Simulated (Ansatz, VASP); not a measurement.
**One calculation of SnSe, two programs**

INCAR

```
PREC = Accurate
ENCUT = 520
EDIFF = 1E-7
ISMEAR = 0
SIGMA = 0.05
LREAL = False
LASPH = True
NELM = 100
ALGO = Normal
ISIF = 2
LWAVE = False
LCHARG = False
GGA = PS
NBANDS = 17
```

Contents of KPOINTS:

```
Automatic mesh
0
Gamma
  8 8 8
```

Contents of POSCAR:

```
SnSe
1.0
    0.0000000000      3.0100000000      3.1003000000
    3.0100000000      0.0000000000      3.1003000000
    3.0100000000      3.0100000000      0.0000000000
Sn Se
1 1
Direct
    0.0000000000      0.0000000000      0.0000000000
    0.5000000000      0.5000000000      0.5000000000
```

Input for Ansatz:

```yaml
crystal:
  lattice:
    - [0.0, 3.01, 3.1003]
    - [3.01, 0.0, 3.1003]
    - [3.01, 3.01, 0.0]
  atoms:
    - { symbol: Sn, position: [0.0, 0.0, 0.0] }
    - { symbol: Se, position: [0.5, 0.5, 0.5] }
basis:
  ecutwfc: 420
kpoints:
  mp_grid: { grid: [8, 8, 8] }
hamiltonian:
  xc: pbesol
scf:
  occupations: { method: gaussian, width: 0.05 }
output:
  forces: true
  stress: true
  eigenvalues: true
```

Change from the starting cell: strain +0.0300 x Voigt [0, 0, 1, 0, 0, 0], atoms carried along.

Alike in both runs: task single point; functional PBEsol; k mesh 8 × 8 × 8; occupations gaussian, width 0.05 eV; no spin polarisation.

|  | VASP | Ansatz |
| --- | --- | --- |
| version | VASP 6.6.1 | Ansatz 0.2.0 |
| potentials or method | VASP PAW PBE potentials, release 64 (Sn_d, Se) | scalar-relativistic, plane waves, PAW |
| plane-wave cutoff (eV) | 520 | 420 |
| valence electrons in the cell | 20 | 30 |

```csv
,VASP,Ansatz,Ansatz less VASP
gap on the k mesh at the Fermi level (eV),0.55,0.54,-0.002
least direct gap on the mesh (eV),0.55,0.54,-0.002
pressure (GPa),-3.1,-3.1,-0.01
largest component of the traceless stress (GPa),1.85,1.83,-0.011
```

The functional is the same, so the differences come from potentials, cutoffs and numerics. The two sets of potentials don't hold the same shells in valence.

Caveats: the PAW data sets were made with another functional, which shifts forces and pressure a little (VASP); spin-orbit coupling is left out, which moves the levels of the heavy elements. A k mesh can miss the band edges.
